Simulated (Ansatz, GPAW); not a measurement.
Given: the input of a run of Ansatz 0.2.0 on SnTe. 

The input input.yaml:

```yaml
crystal:
  lattice:
    - [0.0, 3.15085, 3.15085]
    - [3.15085, 0.0, 3.15085]
    - [3.15085, 3.15085, 0.0]
  atoms:
    - { symbol: Te, position: [0.5, 0.5, 0.5] }
    - { symbol: Sn, position: [0.0, 0.0, 0.0] }
kpoints:
  mp_grid: { grid: [7, 7, 7] }
scf:
  occupations: { method: gaussian, width: 0.022 }
hamiltonian:
  xc: pbe
  pseudopotentials: { kind: all_electron, lapw: { basis_error: 0.001 } }
output:
  forces: true
  stress: true
  eigenvalues: true
```

Potentials or basis: all-electron LAPW, scalar-relativistic.

Run with:

```bash
$ ansatz run input.yaml --threads 1 --pin off --max-ram 3072MiB --backend cpu --events-out ev --progress --plain --runs-dir out
```

Q: Translate it to GPAW 26.7.0 (ASE script). Potentials or basis there: GPAW PAW data sets (gpaw-data 1.2.1), cutoff 600 eV.

A: As run (cutoffs and basis follow the program's own potentials, and thresholds, step limits or extra output files can differ):

The input run.py:

```python
from ase.dft.bandgap import bandgap
from ase.io import read, write
from ase.units import GPa
from gpaw import GPAW, PW

atoms = read('POSCAR')

calc = GPAW(mode=PW(600),
            xc='PBE',
            kpts={'size': (7, 7, 7), 'gamma': True},
            occupations={'name': 'methfessel-paxton', 'order': 0, 'width': 0.022},
            nbands=19,
            convergence={'density': 1e-05, 'energy': 1e-05},
            maxiter=150,
            txt='gpaw.txt')
atoms.calc = calc
energy = atoms.get_potential_energy()
forces = atoms.get_forces()
stress = atoms.get_stress()
calc.write('gs.gpw')
write('result.traj', atoms)
print(f'Energy: {energy:.6f} eV')
print('Forces (eV/A):')
print(forces.round(4))
print('Stress (GPa):', (stress / GPa).round(3))
print('Fermi level:', round(calc.get_fermi_level(), 4), 'eV')
print(f'Gap: {bandgap(calc)[0]:.4f} eV, direct: {bandgap(calc, direct=True)[0]:.4f} eV')
```

POSCAR

```
SnTe
1.0
    0.0000000000      3.1508500000      3.1508500000
    3.1508500000      0.0000000000      3.1508500000
    3.1508500000      3.1508500000      0.0000000000
Te Sn
1 1
Direct
    0.5000000000      0.5000000000      0.5000000000
    0.0000000000      0.0000000000      0.0000000000
```

Potentials or basis: GPAW PAW data sets (gpaw-data 1.2.1), pw.

Launch:

```sh
$ OMP_NUM_THREADS=1 python run.py
```

Both were run:

|  | Ansatz | GPAW |
| --- | --- | --- |
| Pressure | 2.2 GPa | 1.9 GPa |

Where Ansatz's input types no cutoff or centring, it takes its own default and a Γ-centred mesh.

Pressure is positive in compression.
